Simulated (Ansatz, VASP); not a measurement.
# Pt: 5 runs at one level of theory

The starting cell:

```
Pt
1.0
     0.00000    1.96090    1.96090
     1.96090    0.00000    1.96090
     1.96090    1.96090    0.00000
Pt
1
Direct
  0.00000 0.00000 0.00000
```

Alike in all runs: task relaxation of cell and atoms; functional PBE; k mesh 12 × 12 × 12; occupations fermi-dirac, width 0.05 eV; no spin polarisation; no spin-orbit coupling.

| program and potentials | plane-wave cutoff (eV) | notes | equilibrium volume (Å³/atom) |
| --- | --- | --- | --- |
| Ansatz, all-electron LAPW, scalar-relativistic | - | - | 15.65 |
| VASP, PBE PAW files Pt, 600 eV | 600 | 10 valence electrons an atom on average | 15.63 |
| VASP, PBE PAW files Pt_GW, 630 eV | 630 | 10 valence electrons an atom on average | 15.60 |
| VASP, PBE PAW files Pt_sv_GW, 680 eV | 680 | 18 valence electrons an atom on average | 15.63 |
| VASP, PBE PAW files Pt, 580 eV | 580 | 10 valence electrons an atom on average | 15.63 |

The equilibrium volume spans 15.60 (VASP, PBE PAW files Pt_GW, 630 eV) to 15.65 Å³/atom (Ansatz, all-electron LAPW, scalar-relativistic), with all-electron results at 15.65. Relaxations stop with a little pressure left, so the last digit of a volume isn't settled.

Differences between rows come from potentials, basis sets and numerical settings, since the functional is the same but for its coding. Runs on potential files found faulty are left out.

The five runs agree closely on the volume of platinum, from 15.60 to 15.65 Å³/atom, so a frozen-core description with 10 valence electrons is adequate for this property. Treating the 5s and 5p shells as valence brings no systematic shift: the 18-electron potential gives 15.63 Å³/atom, the same as the standard 10-electron one. The spread is too small to rank the potentials.

All the volumes lie clearly above the experimental one, a familiar PBE error for late 5d metals. Platinum's equilibrium volume balances the attraction from its partly filled 5d band against the repulsion of the compressed sp electrons and the ion cores. PBE's gradient correction favours inhomogeneous densities and so tips this balance towards expansion. Since the all-electron calculation shows the same excess, the pseudised core is not its main source. Close agreement among the programs therefore supports the PBE volume as a reference for other potentials, not as a prediction of the measured density.
